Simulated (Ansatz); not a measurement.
# Ti2COF MXene monolayer in a perpendicular field, part 2 of 2

Aim: how the Ti2COF MXene monolayer screens a field along its normal, and what the field does to its bands. A positive field points along +c.

Ansatz 0.2.0; plane-wave DFT, PBE-D3(BJ), Ansatz PAW.

So far. Step 10 (Relaxing in the field, field 0.1 V/Å): The dipole is -0.0416 e·Å, 0.0250 e·Å from its value without field. Step 11 (Field on, atoms free, field -0.1 V/Å): The dipole is -0.0914 e·Å, -0.0248 e·Å from its value without field.

**12. Response, atoms relaxed (continued)**

Local field over the applied field, running mean. From the potentials at -0.1 and 0.1 V/Å; running mean over 2.5 Å. The local field over applied field by z:

| z (Å) | local field over applied field |
| --- | --- |
| 4.5 | 1.000 |
| 5.0 | 1.000 |
| 5.5 | 0.999 |
| 6.0 | 0.995 |
| 6.5 | 0.981 |
| 7.0 | 0.897 |
| 7.5 | 0.768 |
| 8.0 | 0.807 |
| 8.5 | 0.615 |
| 9.0 | 0.363 |
| 9.5 | 0.206 |
| 10.0 | 0.167 |
| 10.5 | -0.0272 |
| 11.0 | 0.0158 |
| 11.5 | -0.00898 |
| 12.0 | -0.0998 |
| 12.5 | -0.0313 |
| 13.0 | 0.0497 |
| 13.5 | 0.106 |
| 14.0 | 0.374 |
| 14.5 | 0.693 |
| 15.0 | 0.793 |
| 15.5 | 0.867 |
| 16.0 | 0.963 |
| 16.5 | 0.989 |
| 17.0 | 0.997 |
| 17.5 | 0.999 |
| 18.0 | 1.000 |
| 18.5 | 1.000 |

Electrons, planar mean, per unit field. The induced electron density by z:

| z (Å) | induced electron density (e/Å³ per V/Å) |
| --- | --- |
| 5.0 | 1.2e-6 |
| 5.5 | 4.7e-6 |
| 6.0 | 1.4e-5 |
| 6.5 | 5.6e-5 |
| 7.0 | 2.5e-4 |
| 7.5 | 0.00105 |
| 8.0 | 0.00542 |
| 8.5 | 0.0330 |
| 9.0 | 6.9e-4 |
| 9.5 | -0.0376 |
| 10.0 | -0.0196 |
| 10.5 | 0.0156 |
| 11.0 | 0.00634 |
| 11.5 | -5.7e-4 |
| 12.0 | -0.0135 |
| 12.5 | -0.0243 |
| 13.0 | 0.0336 |
| 13.5 | 0.0181 |
| 14.0 | -0.0110 |
| 14.5 | -0.00535 |
| 15.0 | -0.00166 |
| 15.5 | -5.1e-4 |
| 16.0 | -1.5e-4 |
| 16.5 | -3.8e-5 |
| 17.0 | -1.0e-5 |
| 17.5 | -2.6e-6 |

The induced dipole is that of a conductor 5.76 Å thick.

**13. The same run with other settings: efield.ramp_width = 0.15**

This step: plane-wave DFT, PBE-D3(BJ), Ansatz PAW (Ansatz 0.2.0).

A run with a changed input: it repeats the earlier run at 0.03 V/Å with efield.ramp_width from 0.06 to 0.15.

The input, input.yaml:

```yaml
crystal:
  lattice:
    - [3.0067500124, 0.0, 0.0]
    - [-1.5033750062, 2.6039218936, 0.0]
    - [0.0, 0.0, 22.6687564924]
  atoms:
    - { symbol: F, position: [0.3333333333, 0.6666666667, 0.3970222188] }
    - { symbol: Ti, position: [0.6666666667, 0.3333333333, 0.4525475776] }
    - { symbol: C, position: [0.0, 0.0, 0.5028282029] }
    - { symbol: Ti, position: [0.3333333333, 0.6666666667, 0.5616095468] }
    - { symbol: O, position: [0.6666666667, 0.3333333333, 0.6029777812] }
kpoints:
  mp_grid: { grid: [18, 18, 1] }
  band_path:
    path: [[0, 0, 0], [0.5, 0, 0], [0.33333333, 0.33333333, 0], [0, 0, 0]]
    npoints: 16
hamiltonian:
  xc: pbe
  dispersion: d3bj
scf:
  occupations: { method: fermi_dirac, width: 0.05 }
  convergence: { dr2_threshold: 1.0e-10 }
efield:
  axis: 3
  dipole_correction: true
  ramp_position: 0.97
  ramp_width: 0.15
  amplitude: 0.03
output:
  write_potential: true
  write_density: true
  volumetric_format: npy
```

On the command line:

```
$ ansatz run input.yaml --threads 4 --pin off --max-ram 6144MiB --backend cpu --events-out ev --progress --plain --runs-dir out
```

It took 6.1 s on 4 threads of Intel Xeon Platinum 8488C (Sapphire Rapids), shared host; peak memory 0.61 GiB.

Numbers from this step:

| Item | Value |
| --- | --- |
| energy at zero smearing | -6632.4196 eV |
| dipole along the normal | -0.05973 e·Å |

The electronic bands at the labelled points (eV, zero at the Fermi level):

| point | band 17 | band 18 | band 19 | band 20 | band 21 | band 22 | band 23 | band 24 |
| --- | --- | --- | --- | --- | --- | --- | --- | --- |
| Γ | -4.72 | -2.75 | -1.75 | -1.75 | 0.36 | 0.36 | 0.97 | 1.45 |
| halfway | -4.43 | -3.56 | -2.57 | -2.27 | -0.21 | 1.03 | 1.12 | 1.62 |
| M | -4.31 | -3.79 | -3.29 | -2.33 | -0.44 | 1.42 | 1.99 | 2.18 |
| halfway | -4.12 | -4.04 | -3.42 | -2.67 | 0.01 | 1.50 | 1.53 | 2.01 |
| K | -4.72 | -3.72 | -3.52 | -3.03 | 0.67 | 1.23 | 1.39 | 1.74 |
| halfway | -4.41 | -3.68 | -2.74 | -2.54 | 0.18 | 0.43 | 1.59 | 1.83 |
| Γ | -4.72 | -2.75 | -1.75 | -1.75 | 0.36 | 0.36 | 0.97 | 1.45 |

| quantity | this run | earlier run | difference |
| --- | --- | --- | --- |
| dipole along the normal (e·Å) | -0.05973 | -0.05973 | -3.5e-6 |

The dipole moves by under 0.5 % or 5e-5 e·Å.

Of the bands kept, 1 crosses the Fermi level on this path.

**14. The same run with other settings: efield.amplitude = 0.05**

Another changed input: it repeats the earlier run at 0.03 V/Å with efield.amplitude from 0.03 to 0.05.

input.yaml, as its differences from that of step 13:

```diff
@@ -26,4 +26,4 @@
   ramp_position: 0.97
-  ramp_width: 0.15
-  amplitude: 0.03
+  ramp_width: 0.06
+  amplitude: 0.05
 output:
```

Elapsed: 6.1 s, on 4 threads; peak memory 0.61 GiB; 23 s of CPU time.

This step gave:

| Item | Value |
| --- | --- |
| energy at zero smearing | -6632.4184 eV |
| dipole along the normal | -0.05512 e·Å |

Electronic bands along the path, in eV, zero at the Fermi level:

| point | band 17 | band 18 | band 19 | band 20 | band 21 | band 22 | band 23 | band 24 |
| --- | --- | --- | --- | --- | --- | --- | --- | --- |
| Γ | -4.72 | -2.75 | -1.75 | -1.75 | 0.36 | 0.36 | 0.97 | 1.45 |
| halfway | -4.42 | -3.56 | -2.57 | -2.27 | -0.21 | 1.03 | 1.12 | 1.62 |
| M | -4.31 | -3.79 | -3.29 | -2.33 | -0.44 | 1.42 | 1.99 | 2.18 |
| halfway | -4.12 | -4.03 | -3.42 | -2.67 | 0.01 | 1.50 | 1.53 | 2.01 |
| K | -4.72 | -3.72 | -3.52 | -3.03 | 0.67 | 1.23 | 1.39 | 1.75 |
| halfway | -4.41 | -3.68 | -2.74 | -2.54 | 0.18 | 0.43 | 1.59 | 1.83 |
| Γ | -4.72 | -2.75 | -1.75 | -1.75 | 0.36 | 0.36 | 0.97 | 1.45 |

| quantity | this run | earlier run | difference |
| --- | --- | --- | --- |
| dipole along the normal (e·Å) | -0.05512 | -0.05973 | 0.0046 |

The applied field differs, and the slope found earlier predicts a dipole of -0.0551 e·Å; this run gives -0.0551 e·Å, in line with it.

**15. What came out**

| Quantity | Value |
| --- | --- |
| gap without field | none |
| work function, upper face | 6.10 eV |
| step between the vacuum levels | 1.54 eV |
| equivalent conductor thickness, atoms held | 5.32 Å |
| equivalent conductor thickness, atoms relaxed | 5.76 Å |

**Reading.** The induced dipole equals that of a perfect conductor 5.32 Å thick, while the outer atoms lie 4.67 Å apart. The two faces differ: the vacuum level above lies 1.54 eV higher than the one below. Letting the atoms follow the field adds 0.43 Å to the equivalent conductor thickness: the ionic part of the response. There is no gap over 0.03 eV, with or without the field. The first relaxation ran with spin and lost its moment, and the later runs have none; other magnetic states were not tried. The MXene's terminations sit over the metal atoms of its far layer; the site over carbon or nitrogen, which some compounds prefer, was not run.

[Logs are printed without paths, hosts, clocks, repeated set-up lines and the standing remarks that a program may print on its own settings, such as how far it seeks lower states.]

[Hosts, paths, dates, database ids (printed as entryN), source tags and the programs' standing remarks are cut or masked in the printed files.]

[Maps of the electrostatic potential energy from Ansatz leave out the sawtooth potential of an applied field or a dipole correction, so their vacuum need not be flat; planar profiles and work functions include it.]
